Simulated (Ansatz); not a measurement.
**Ionic part of the dielectric constant of AlP at 22 GPa, mode by mode**

These are results of DFT PBEsol, scalar-relativistic, plane waves, PAW (Ansatz), not measurements. Settings: 420 eV plane-wave cutoff, Γ-centred 10×10×10 mesh, fixed occupations. No spin polarisation. Phonons by linear response, acoustic sum rule imposed.

The structure is cubic, space group F-43m (No. 216). Conventional cell: a = 5.157 Å, b = 5.157 Å, c = 5.157 Å, α = 90.00°, β = 90.00°, γ = 90.00°. Al (site symmetry -43m) is surrounded by 4 P at 2.23 Å. P (site symmetry -43m) has 4 Al at 2.23 Å as nearest neighbours.

Other phases may be more stable at this pressure.

The primitive cell has V = 34.29 Å³ and ε∞,zz = 8.340. Each polar mode adds Δε = (4.92064×10⁷/V)·S/ν² along z, with S its oscillator strength in e²/amu, ν in cm⁻¹ and V in Å³.

Problem. From these modes, find each Δε and ε0,zz.
| ν (cm⁻¹) | S_zz (e²/amu) |
| --- | --- |
| 535.1 | 0.3154 |

Solution.
```csv
ν (cm⁻¹),Δε
535.1,1.58
```

The sum is 1.580, so ε0,zz = 9.92; the run's tensor has 9.92.

Problem. Where do the longitudinal modes lie for a wave vector along z?

Solution. At 584 cm⁻¹. The Lyddane–Sachs–Teller product Π(ν_LO/ν_TO)² = 1.19 matches ε0/ε∞ = 1.19.

Cost: 1 run of about 1.3 core-minutes, on AMD EPYC (Zen 3) (shared hosts).